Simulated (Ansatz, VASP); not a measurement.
# Rh in VASP and in Ansatz

```
CELL_PARAMETERS angstrom
0.00000 1.94049 1.94049
1.94049 0.00000 1.94049
1.94049 1.94049 0.00000
ATOMIC_POSITIONS crystal
Rh 0.00000 0.00000 0.00000
```

Change from the starting cell: volume scaled by 1.04.

Alike in both runs: task single point; functional PBE; k mesh 16 × 16 × 16; occupations fermi-dirac, width 0.05 eV; no spin polarisation.

```csv
,VASP,Ansatz
version,VASP 6.6.1,Ansatz 0.2.0
potentials or method,"VASP PAW PBE potentials, release 64 (Rh_pv), cutoff 520 eV","all-electron LAPW, scalar-relativistic"
```

|  | VASP | Ansatz | Ansatz less VASP |
| --- | --- | --- | --- |
| pressure (GPa) | -9.1 | -9.1 | -0.07 |

Ansatz ran all-electron here, so the differences hold the error of VASP's frozen core and of both bases.
